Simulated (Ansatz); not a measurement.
# Preparing Al2O3 (R-3c) as a host crystal, part 2 of 3

Before any defect goes in: Al2O3 (R-3c) at rest, and how it screens a charge.

Ansatz 0.2.0; plane-wave PAW DFT, PBEsol; relaxation of the host's cell and atoms (the session's first sound run).

So far. Step 3 (Dielectric tensors of the host): The principal values of the electronic dielectric tensor are 3.26, 3.30 and 3.30. The principal values of the static dielectric tensor are 9.72, 9.72 and 11.81. The relaxed cell has a = 4.774, c = 13.015 Å (conventional setting).

## (4) Primitive cell on a dense mesh

A dense mesh gives the host's converged energy, against which the supercell's sampling is tested.

This step: plane-wave PAW DFT, PBEsol; single point of the host's primitive cell on a dense mesh (Ansatz 0.2.0).

dense/input.yaml

```yaml
crystal:
  lattice:
    - [2.3869337137, 1.3780968221, 4.3382690299]
    - [-2.3869337137, 1.3780968221, 4.3382690299]
    - [0.0, -2.7561936443, 4.3382690299]
  atoms:
    - { symbol: Al, position: [0.6479208861, 0.6479208861, 0.6479208861] }
    - { symbol: Al, position: [0.8520791139, 0.8520791139, 0.8520791139] }
    - { symbol: Al, position: [0.1479208861, 0.1479208861, 0.1479208861] }
    - { symbol: Al, position: [0.3520791139, 0.3520791139, 0.3520791139] }
    - { symbol: O, position: [0.4441402346, 0.0558597654, 0.75] }
    - { symbol: O, position: [0.9441402346, 0.25, 0.5558597654] }
    - { symbol: O, position: [0.0558597654, 0.75, 0.4441402346] }
    - { symbol: O, position: [0.75, 0.4441402346, 0.0558597654] }
    - { symbol: O, position: [0.25, 0.5558597654, 0.9441402346] }
    - { symbol: O, position: [0.5558597654, 0.9441402346, 0.25] }
basis:
  ecutwfc: 420
  xc_grid: 2
hamiltonian:
  xc: pbesol
kpoints:
  mp_grid: { grid: [7, 7, 7] }
scf:
  occupations: { method: fermi_dirac, width: 0.01 }
  max_iter: 80
```

On the command line:

```
$ ansatz run input.yaml --threads 8 --pin off --max-ram 22609MiB --backend cpu --events-out ev --progress --plain --runs-dir out
```

Numbers of over 12 decimals in the logs are rounded to 6 here.

Log:

```text
[...]
Crystal: 10 atoms, lattice volume = 85.622 Å³
Basis set: ecut = 420 eV, 1653 PW (Γ), exchange–correlation on 72×72×72 points (8 copies of the dense FFT grid, shifted against one another)
Bands: 34, of which v1, the nominal top of the filled ones, is band 24 counted from 1 (23 counted from 0)
Symmetry: 12 space group operations
[...]
k-points: 44 of 343
[...]
SCF iter   1: F=—  HF=-5478.899335 eV  |F-HF|=—  |Δ(HF+E_count)|=         —  Δρ=1.61e-2  dr2=1.69e-1  ethr=1.77e-3  ⟨swp⟩=7.5  Hψ=7992  notcnv=0  defer=1
[...]
SCF iter   6: F=-5478.848243 eV  HF=-5478.848243 eV  |F-HF|=3.71e-9  |Δ(HF+E_count)|=   5.96e-8  Δρ=3.21e-6  dr2=1.17e-8  ethr=2.08e-10  ⟨swp⟩=2.0  Hψ=2684  notcnv=0
SCF 1 converged in 6 iterations: F = -5478.848243 eV  dr2 = 1.17e-8
[...]
SCF converged after 6 iterations
Free energy (F): -5478.848243 eV
[...]
Internal energy: -5478.848243 eV  (E = F + TS)
E sigma→0 (E₀):  -5478.848243 eV
Fermi energy:    10.557597 eV
[...]
```

It took 1.2 s on 8 threads of Arm Neoverse V2, shared host; peak memory 0.47 GiB.

## (5) Self-consistent run

This step: plane-wave PAW DFT, PBEsol; single point of the defect-free supercell, a test of its k-points (Ansatz 0.2.0).

System of this step: Al2O3 (R-3c). The cell holds 80 atoms: 32 Al and 48 O. Cell: a = 10.280 Å, b = 10.280 Å, c = 10.280 Å, α = 55.3°, β = 55.3°, γ = 55.3°.

pristine.sampling/input.yaml

```yaml
crystal:
  lattice:
    - [4.7738674274, 2.7561936443, 8.6765380597]
    - [-4.7738674274, 2.7561936443, 8.6765380597]
    - [0.0, -5.5123872885, 8.6765380597]
  atoms:
    - { symbol: Al, position: [0.323960443, 0.323960443, 0.323960443] }
    - { symbol: Al, position: [0.426039557, 0.426039557, 0.426039557] }
    - { symbol: Al, position: [0.073960443, 0.073960443, 0.073960443] }
    - { symbol: Al, position: [0.176039557, 0.176039557, 0.176039557] }
    - { symbol: O, position: [0.2220701173, 0.0279298827, 0.375] }
    - { symbol: O, position: [0.4720701173, 0.125, 0.2779298827] }
    - { symbol: O, position: [0.0279298827, 0.375, 0.2220701173] }
    - { symbol: O, position: [0.375, 0.2220701173, 0.0279298827] }
    - { symbol: O, position: [0.125, 0.2779298827, 0.4720701173] }
    - { symbol: O, position: [0.2779298827, 0.4720701173, 0.125] }
    - { symbol: Al, position: [0.323960443, 0.323960443, 0.823960443] }
    - { symbol: Al, position: [0.426039557, 0.426039557, 0.926039557] }
    - { symbol: Al, position: [0.073960443, 0.073960443, 0.573960443] }
    - { symbol: Al, position: [0.176039557, 0.176039557, 0.676039557] }
    - { symbol: O, position: [0.2220701173, 0.0279298827, 0.875] }
    - { symbol: O, position: [0.4720701173, 0.125, 0.7779298827] }
    - { symbol: O, position: [0.0279298827, 0.375, 0.7220701173] }
    - { symbol: O, position: [0.375, 0.2220701173, 0.5279298827] }
    - { symbol: O, position: [0.125, 0.2779298827, 0.9720701173] }
    - { symbol: O, position: [0.2779298827, 0.4720701173, 0.625] }
    - { symbol: Al, position: [0.323960443, 0.823960443, 0.323960443] }
    - { symbol: Al, position: [0.426039557, 0.926039557, 0.426039557] }
    - { symbol: Al, position: [0.073960443, 0.573960443, 0.073960443] }
    - { symbol: Al, position: [0.176039557, 0.676039557, 0.176039557] }
    - { symbol: O, position: [0.2220701173, 0.5279298827, 0.375] }
    - { symbol: O, position: [0.4720701173, 0.625, 0.2779298827] }
    - { symbol: O, position: [0.0279298827, 0.875, 0.2220701173] }
    - { symbol: O, position: [0.375, 0.7220701173, 0.0279298827] }
    - { symbol: O, position: [0.125, 0.7779298827, 0.4720701173] }
    - { symbol: O, position: [0.2779298827, 0.9720701173, 0.125] }
    - { symbol: Al, position: [0.323960443, 0.823960443, 0.823960443] }
    - { symbol: Al, position: [0.426039557, 0.926039557, 0.926039557] }
    - { symbol: Al, position: [0.073960443, 0.573960443, 0.573960443] }
    - { symbol: Al, position: [0.176039557, 0.676039557, 0.676039557] }
    - { symbol: O, position: [0.2220701173, 0.5279298827, 0.875] }
    - { symbol: O, position: [0.4720701173, 0.625, 0.7779298827] }
    - { symbol: O, position: [0.0279298827, 0.875, 0.7220701173] }
    - { symbol: O, position: [0.375, 0.7220701173, 0.5279298827] }
    - { symbol: O, position: [0.125, 0.7779298827, 0.9720701173] }
    - { symbol: O, position: [0.2779298827, 0.9720701173, 0.625] }
    - { symbol: Al, position: [0.823960443, 0.323960443, 0.323960443] }
    - { symbol: Al, position: [0.926039557, 0.426039557, 0.426039557] }
    - { symbol: Al, position: [0.573960443, 0.073960443, 0.073960443] }
    - { symbol: Al, position: [0.676039557, 0.176039557, 0.176039557] }
    - { symbol: O, position: [0.7220701173, 0.0279298827, 0.375] }
    - { symbol: O, position: [0.9720701173, 0.125, 0.2779298827] }
    - { symbol: O, position: [0.5279298827, 0.375, 0.2220701173] }
    - { symbol: O, position: [0.875, 0.2220701173, 0.0279298827] }
    - { symbol: O, position: [0.625, 0.2779298827, 0.4720701173] }
    - { symbol: O, position: [0.7779298827, 0.4720701173, 0.125] }
    - { symbol: Al, position: [0.823960443, 0.323960443, 0.823960443] }
    - { symbol: Al, position: [0.926039557, 0.426039557, 0.926039557] }
    - { symbol: Al, position: [0.573960443, 0.073960443, 0.573960443] }
    - { symbol: Al, position: [0.676039557, 0.176039557, 0.676039557] }
    - { symbol: O, position: [0.7220701173, 0.0279298827, 0.875] }
    - { symbol: O, position: [0.9720701173, 0.125, 0.7779298827] }
    - { symbol: O, position: [0.5279298827, 0.375, 0.7220701173] }
    - { symbol: O, position: [0.875, 0.2220701173, 0.5279298827] }
    - { symbol: O, position: [0.625, 0.2779298827, 0.9720701173] }
    - { symbol: O, position: [0.7779298827, 0.4720701173, 0.625] }
    - { symbol: Al, position: [0.823960443, 0.823960443, 0.323960443] }
    - { symbol: Al, position: [0.926039557, 0.926039557, 0.426039557] }
    - { symbol: Al, position: [0.573960443, 0.573960443, 0.073960443] }
    - { symbol: Al, position: [0.676039557, 0.676039557, 0.176039557] }
    - { symbol: O, position: [0.7220701173, 0.5279298827, 0.375] }
    - { symbol: O, position: [0.9720701173, 0.625, 0.2779298827] }
    - { symbol: O, position: [0.5279298827, 0.875, 0.2220701173] }
    - { symbol: O, position: [0.875, 0.7220701173, 0.0279298827] }
    - { symbol: O, position: [0.625, 0.7779298827, 0.4720701173] }
    - { symbol: O, position: [0.7779298827, 0.9720701173, 0.125] }
    - { symbol: Al, position: [0.823960443, 0.823960443, 0.823960443] }
    - { symbol: Al, position: [0.926039557, 0.926039557, 0.926039557] }
    - { symbol: Al, position: [0.573960443, 0.573960443, 0.573960443] }
    - { symbol: Al, position: [0.676039557, 0.676039557, 0.676039557] }
    - { symbol: O, position: [0.7220701173, 0.5279298827, 0.875] }
    - { symbol: O, position: [0.9720701173, 0.625, 0.7779298827] }
    - { symbol: O, position: [0.5279298827, 0.875, 0.7220701173] }
    - { symbol: O, position: [0.875, 0.7220701173, 0.5279298827] }
    - { symbol: O, position: [0.625, 0.7779298827, 0.9720701173] }
    - { symbol: O, position: [0.7779298827, 0.9720701173, 0.625] }
basis:
  ecutwfc: 420
  xc_grid: 2
hamiltonian:
  xc: pbesol
kpoints:
  mp_grid: { grid: [1, 1, 1], shift: [0.25, 0.25, 0.25] }
scf:
  occupations: { method: fermi_dirac, width: 0.01 }
  max_iter: 80
```

Log:

```text
[...]
Crystal: 80 atoms, lattice volume = 684.980 Å³
Basis set: ecut = 420 eV, 13367 PW (Γ), exchange–correlation on 144×144×144 points (8 copies of the dense FFT grid, shifted against one another)
Bands: 272, of which v1, the nominal top of the filled ones, is band 192 counted from 1 (191 counted from 0)
Symmetry: 96 space group operations
[...]
k-points: 1
[...]
SCF iter   1: F=—  HF=-43830.857762 eV  |F-HF|=—  |Δ(HF+E_count)|=         —  Δρ=1.57e-2  dr2=1.27e0  ethr=1.77e-3  ⟨swp⟩=7.0  Hψ=1299  notcnv=0  defer=13
[...]
SCF iter   6: F=-43830.467178 eV  HF=-43830.467178 eV  |F-HF|=1.68e-8  |Δ(HF+E_count)|=   5.20e-7  Δρ=5.30e-6  dr2=1.77e-7  ethr=1.78e-10  ⟨swp⟩=2.0  Hψ=418  notcnv=0
SCF 1 converged in 6 iterations: F = -43830.467178 eV  dr2 = 1.77e-7
[...]
SCF converged after 6 iterations
Free energy (F): -43830.467178 eV
[...]
Internal energy: -43830.467178 eV  (E = F + TS)
E sigma→0 (E₀):  -43830.467178 eV
Fermi energy:    10.686522 eV
[...]
```

Elapsed: 4.1 s, on 8 threads; peak memory 1.4 GiB; 21 s of CPU time.

This step gave:

- energy over dense mesh: 0.003985 eV/atom

## (6) Defect free supercell relaxed from its symmetric sites

This cell, the one that will hold the defects, is built from the relaxed host. Its coarser k-points can move the atoms a little, so it is relaxed from the symmetric sites, as the reference for the test of stability.

This step: plane-wave PAW DFT, PBEsol; relaxation of the defect-free supercell from its symmetric sites (Ansatz 0.2.0).

pristine.symmetric/input.yaml, as its differences from pristine.sampling/input.yaml of step 5:

```diff
@@ -96 +96,12 @@
   max_iter: 80
+output:
+  forces: true
+relax:
+  f_tol: 0.01
+  max_steps: 60
+  escape_saddle: false
+checkpoint:
+  write: "../pristine.symmetric.run"
+  compress: false
+  write_wavefunctions: false
+  write_every: 100000
```

Log:

```text
[...]
Crystal: 80 atoms, lattice volume = 684.980 Å³
Basis set: ecut = 420 eV, 13367 PW (Γ), exchange–correlation on 144×144×144 points (8 copies of the dense FFT grid, shifted against one another)
Bands: 272, of which v1, the nominal top of the filled ones, is band 192 counted from 1 (191 counted from 0)
Symmetry: 96 space group operations
[...]
k-points: 1
[...]
SCF iter   1: F=—  HF=-43830.857762 eV  |F-HF|=—  |Δ(HF+E_count)|=         —  Δρ=1.57e-2  dr2=1.27e0  ethr=1.77e-3  ⟨swp⟩=7.0  Hψ=1299  notcnv=0  defer=13
[...]
SCF iter   6: F=-43830.467178 eV  HF=-43830.467178 eV  |F-HF|=1.86e-8  |Δ(HF+E_count)|=   5.18e-7  Δρ=5.24e-6  dr2=1.64e-7  ethr=4.99e-10  ⟨swp⟩=2.0  Hψ=692  notcnv=0
SCF 1 converged in 6 iterations: F = -43830.467178 eV  dr2 = 1.64e-7
[...]
relax step   1: F+E_penalty+E_count = -43830.46717765 eV  Δ(F+E_penalty+E_count) = +0.000e0 eV  max|allowed force component| = 9.058e-3 eV/Å  Δτ_max = 0.0000 Å  (6 SCF iters, dr2 threshold 2.50e-6 eV, accepted)
[...]
SCF iter   2: F=-43830.467178 eV  HF=-43830.467178 eV  |F-HF|=1.26e-8  |Δ(HF+E_count)|=   7.74e-5  Δρ=2.86e-6  dr2=6.83e-8  ethr=2.60e-11  ⟨swp⟩=2.0  Hψ=801  notcnv=0
SCF 2 converged in 2 iterations: F = -43830.467178 eV  dr2 = 6.83e-8
relax step   2: F+E_penalty+E_count = -43830.46717766 eV  Δ(F+E_penalty+E_count) = -1.135e-8 eV  max|allowed force component| = 9.061e-3 eV/Å  Δτ_max = 0.0000 Å  (2 SCF iters, accepted)
SCF converged after 2 iterations
Free energy (F): -43830.467178 eV
[...]
Internal energy: -43830.467178 eV  (E = F + TS)
E sigma→0 (E₀):  -43830.467178 eV
Fermi energy:    10.686504 eV
[...]
--- Forces (eV/Å), atoms counted from 1 ---
  atom   1  Al     0.00000000    -0.00000000    -0.00379128
  atom   2  Al     0.00000000     0.00000000     0.00379128
  atom   3  Al    -0.00000000    -0.00000000    -0.00379128
  atom   4  Al    -0.00000000     0.00000000     0.00379128
  atom   5  O     -0.00906056    -0.00000000    -0.00000000
  atom   6  O     -0.00453028    -0.00784668     0.00000000
  atom   7  O      0.00453028     0.00784668    -0.00000000
  atom   8  O      0.00453028    -0.00784668     0.00000000
  atom   9  O     -0.00453028     0.00784668    -0.00000000
  atom  10  O      0.00906056     0.00000000     0.00000000
  atom  11  Al     0.00000000    -0.00000000    -0.00379128
  atom  12  Al     0.00000000     0.00000000     0.00379128
  atom  13  Al    -0.00000000    -0.00000000    -0.00379128
  atom  14  Al    -0.00000000     0.00000000     0.00379128
  atom  15  O     -0.00906056    -0.00000000    -0.00000000
  atom  16  O     -0.00453028    -0.00784668     0.00000000
  atom  17  O      0.00453028     0.00784668    -0.00000000
  atom  18  O      0.00453028    -0.00784668     0.00000000
  atom  19  O     -0.00453028     0.00784668    -0.00000000
  atom  20  O      0.00906056     0.00000000     0.00000000
  atom  21  Al     0.00000000    -0.00000000    -0.00379128
  atom  22  Al     0.00000000     0.00000000     0.00379128
  atom  23  Al    -0.00000000    -0.00000000    -0.00379128
  atom  24  Al    -0.00000000     0.00000000     0.00379128
  atom  25  O     -0.00906056    -0.00000000    -0.00000000
  atom  26  O     -0.00453028    -0.00784668     0.00000000
  atom  27  O      0.00453028     0.00784668    -0.00000000
  atom  28  O      0.00453028    -0.00784668     0.00000000
  atom  29  O     -0.00453028     0.00784668    -0.00000000
  atom  30  O      0.00906056     0.00000000     0.00000000
  atom  31  Al     0.00000000    -0.00000000    -0.00379128
  atom  32  Al     0.00000000     0.00000000     0.00379128
  atom  33  Al    -0.00000000    -0.00000000    -0.00379128
  atom  34  Al    -0.00000000     0.00000000     0.00379128
  atom  35  O     -0.00906056    -0.00000000    -0.00000000
  atom  36  O     -0.00453028    -0.00784668     0.00000000
  atom  37  O      0.00453028     0.00784668    -0.00000000
  atom  38  O      0.00453028    -0.00784668     0.00000000
  atom  39  O     -0.00453028     0.00784668    -0.00000000
  atom  40  O      0.00906056     0.00000000     0.00000000
[...]
atom  69  O     -0.00453028     0.00784668    -0.00000000
  atom  70  O      0.00906056     0.00000000     0.00000000
  atom  71  Al     0.00000000    -0.00000000    -0.00379128
  atom  72  Al     0.00000000     0.00000000     0.00379128
  atom  73  Al    -0.00000000    -0.00000000    -0.00379128
  atom  74  Al    -0.00000000     0.00000000     0.00379128
  atom  75  O     -0.00906056    -0.00000000    -0.00000000
  atom  76  O     -0.00453028    -0.00784668     0.00000000
  atom  77  O      0.00453028     0.00784668    -0.00000000
  atom  78  O      0.00453028    -0.00784668     0.00000000
  atom  79  O     -0.00453028     0.00784668    -0.00000000
  atom  80  O      0.00906056     0.00000000     0.00000000
  max |Σ_I F_I| component: 6.94e-17 eV/Å
--- Relaxed structure (2 steps of the walk, 2 accepted, 0 SCFs on fresh bases) ---
  F+E_penalty+E_count = -43830.46717766 eV   max|allowed force component| = 9.061e-3 eV/Å
  atoms:
    - { symbol: Al, position: [0.323960443, 0.323960443, 0.323960] }
    - { symbol: Al, position: [0.426039557, 0.426039557, 0.426040] }
    - { symbol: Al, position: [0.073960443, 0.073960443, 0.073960] }
    - { symbol: Al, position: [0.176040, 0.176040, 0.176040] }
    - { symbol: O, position: [0.2220701173, 0.027930, 0.375000] }
    - { symbol: O, position: [0.472070, 0.125, 0.277930] }
    - { symbol: O, position: [0.027930, 0.375, 0.222070] }
    - { symbol: O, position: [0.375, 0.222070, 0.027930] }
    - { symbol: O, position: [0.125, 0.277930, 0.472070] }
    - { symbol: O, position: [0.277930, 0.472070, 0.125] }
    - { symbol: Al, position: [0.323960, 0.323960, 0.823960443] }
    - { symbol: Al, position: [0.426040, 0.426040, 0.926040] }
    - { symbol: Al, position: [0.073960, 0.073960, 0.573960443] }
    - { symbol: Al, position: [0.176039557, 0.176039557, 0.676039557] }
    - { symbol: O, position: [0.222070, 0.027930, 0.875] }
    - { symbol: O, position: [0.472070, 0.125, 0.7779298827] }
    - { symbol: O, position: [0.027930, 0.375000, 0.722070] }
    - { symbol: O, position: [0.375000, 0.222070, 0.527930] }
    - { symbol: O, position: [0.125000, 0.277930, 0.972070] }
    - { symbol: O, position: [0.277930, 0.472070, 0.625] }
    - { symbol: Al, position: [0.323960, 0.823960443, 0.323960] }
    - { symbol: Al, position: [0.426039557, 0.926039557, 0.426040] }
    - { symbol: Al, position: [0.073960, 0.573960443, 0.073960] }
    - { symbol: Al, position: [0.176039557, 0.676039557, 0.176040] }
    - { symbol: O, position: [0.222070, 0.5279298827, 0.375000] }
    - { symbol: O, position: [0.472070, 0.625, 0.277930] }
    - { symbol: O, position: [0.027930, 0.875000, 0.222070] }
    - { symbol: O, position: [0.375, 0.7220701173, 0.027930] }
    - { symbol: O, position: [0.125000, 0.777930, 0.472070] }
    - { symbol: O, position: [0.2779298827, 0.972070, 0.125] }
    - { symbol: Al, position: [0.323960, 0.823960443, 0.823960443] }
    - { symbol: Al, position: [0.426040, 0.926040, 0.926040] }
    - { symbol: Al, position: [0.073960, 0.573960443, 0.573960443] }
    - { symbol: Al, position: [0.176040, 0.676040, 0.676040] }
    - { symbol: O, position: [0.222070, 0.5279298827, 0.875] }
    - { symbol: O, position: [0.4720701173, 0.625, 0.7779298827] }
    - { symbol: O, position: [0.027930, 0.875000, 0.722070] }
    - { symbol: O, position: [0.375, 0.7220701173, 0.527930] }
    - { symbol: O, position: [0.125000, 0.777930, 0.972070] }
    - { symbol: O, position: [0.277930, 0.972070, 0.625] }
    - { symbol: Al, position: [0.823960443, 0.323960, 0.323960] }
    - { symbol: Al, position: [0.926039557, 0.426039557, 0.426040] }
    - { symbol: Al, position: [0.573960443, 0.073960, 0.073960] }
    - { symbol: Al, position: [0.676039557, 0.176039557, 0.176040] }
    - { symbol: O, position: [0.7220701173, 0.027930, 0.375000] }
    - { symbol: O, position: [0.972070, 0.125000, 0.2779298827] }
    - { symbol: O, position: [0.5279298827, 0.375, 0.222070] }
    - { symbol: O, position: [0.875000, 0.222070, 0.027930] }
    - { symbol: O, position: [0.625, 0.277930, 0.472070] }
    - { symbol: O, position: [0.777930, 0.472070, 0.125] }
    - { symbol: Al, position: [0.823960443, 0.323960, 0.823960443] }
    - { symbol: Al, position: [0.926040, 0.426040, 0.926040] }
    - { symbol: Al, position: [0.573960443, 0.073960, 0.573960443] }
    - { symbol: Al, position: [0.676040, 0.176040, 0.676040] }
    - { symbol: O, position: [0.7220701173, 0.027930, 0.875000] }
    - { symbol: O, position: [0.9720701173, 0.125000, 0.777930] }
    - { symbol: O, position: [0.5279298827, 0.375, 0.722070] }
    - { symbol: O, position: [0.875000, 0.222070, 0.5279298827] }
    - { symbol: O, position: [0.625, 0.277930, 0.972070] }
    - { symbol: O, position: [0.7779298827, 0.472070, 0.625000] }
    - { symbol: Al, position: [0.823960443, 0.823960443, 0.323960] }
    - { symbol: Al, position: [0.926039557, 0.926039557, 0.426040] }
    - { symbol: Al, position: [0.573960, 0.573960, 0.073960] }
    - { symbol: Al, position: [0.676039557, 0.676039557, 0.176040] }
    - { symbol: O, position: [0.7220701173, 0.5279298827, 0.375000] }
    - { symbol: O, position: [0.9720701173, 0.625, 0.2779298827] }
    - { symbol: O, position: [0.5279298827, 0.875000, 0.222070] }
    - { symbol: O, position: [0.875000, 0.722070, 0.027930] }
    - { symbol: O, position: [0.625000, 0.777930, 0.472070] }
    - { symbol: O, position: [0.777930, 0.972070, 0.125000] }
    - { symbol: Al, position: [0.823960443, 0.823960443, 0.823960] }
    - { symbol: Al, position: [0.926039557, 0.926039557, 0.926040] }
    - { symbol: Al, position: [0.573960443, 0.573960443, 0.573960443] }
    - { symbol: Al, position: [0.676039557, 0.676039557, 0.676040] }
    - { symbol: O, position: [0.722070, 0.527930, 0.875] }
    - { symbol: O, position: [0.9720701173, 0.625, 0.777930] }
    - { symbol: O, position: [0.5279298827, 0.875000, 0.722070] }
    - { symbol: O, position: [0.875000, 0.722070, 0.527930] }
    - { symbol: O, position: [0.625000, 0.777930, 0.972070] }
    - { symbol: O, position: [0.777930, 0.972070, 0.625000] }
```

Elapsed: 7.8 s, on 8 threads; peak memory 1.4 GiB; 39 s of CPU time.

Hardly anything moved in the relaxation; the energy changed by under 0.2 meV an atom.

(Continued in part 3 of 3.)

[Logs are printed without paths, hosts, clocks, repeated set-up lines and the standing remarks that a program may print on its own settings, such as how far it seeks lower states.]

[Hosts, paths, dates, database ids (printed as entryN), source tags and the programs' standing remarks are cut or masked in the printed files.]

[Runs of the host that timed out are not shown.]

[For some hosts the program warned that the k-mesh of the response run may be too coarse for force constants and the static dielectric constant; such warnings are not always shown.]
